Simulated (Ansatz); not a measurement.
Structure: an ordered 8-atom cell of In₃GaAs₄ on the zincblende lattice (P-4m2), at its r2SCAN minimum. It is tetragonal, P-4m2 (No. 115); conventional cell a = 4.237 Å, c = 12.029 Å, 26.99 Å³ an atom. Around Ga lie 4 As at 2.50 Å; around As lie 2 Ga at 2.50 Å and 2 In at 2.63 Å; around In lie 4 As at 2.63 Å; around As lie 4 In at 2.63 Å.

```
Ga As In
1.0
     4.23706    0.00000    0.00000
     0.00000    4.23706    0.00000
     0.00000    0.00000   12.02911
Ga As In
1 4 3
Direct
  0.00000 0.00000 0.00000
  0.00000 0.50000 0.11102
  0.50000 0.00000 0.37057
  0.00000 0.50000 0.62943
  0.50000 0.00000 0.88898
  0.50000 0.50000 0.24123
  0.00000 0.00000 0.50000
  0.50000 0.50000 0.75877
```

The questions ask for values computed with the plane-wave code Ansatz on this geometry. All values are calculated for a non-magnetic cell, which may be hypothetical.

Given (6×6×2 mesh): PBE gives a gap of zero: filled and empty bands touch at Γ.

(1) What does PBE+SOC give for the gap (6×6×2 mesh)?

(2) What does r2SCAN give for the gap (6×6×2 mesh)?

(3) How does the gap change from PBE to HSE06 (4×4×2)?

Results:

(1) PBE+SOC gives a direct gap of 0.06 eV at Γ. (This is within a few times the smearing of 0.02 eV, so the filling near the edges can be smeared.)

(2) The r2SCAN gap is direct at Γ: 0.16 eV.

(3) HSE06 gives a direct gap of 0.49 eV at Γ.

Only the levels marked +SOC include spin-orbit coupling.

Gaps or overlaps of about a tenth of an eV are at the limit of these meshes: between the points read a gap can be smaller or closed.

The meshes of the hybrids are coarse, so their gaps aren't converged to the digits shown.

Small gaps with spin-orbit coupling can be splittings of inverted bands, not the fundamental gap; semilocal functionals often invert bands that the real crystal keeps in order.

Gaps under 0.1 eV (PBE+SOC) can't be told from a closed one: the bands may be in normal order or already inverted, which a gap's size doesn't show.
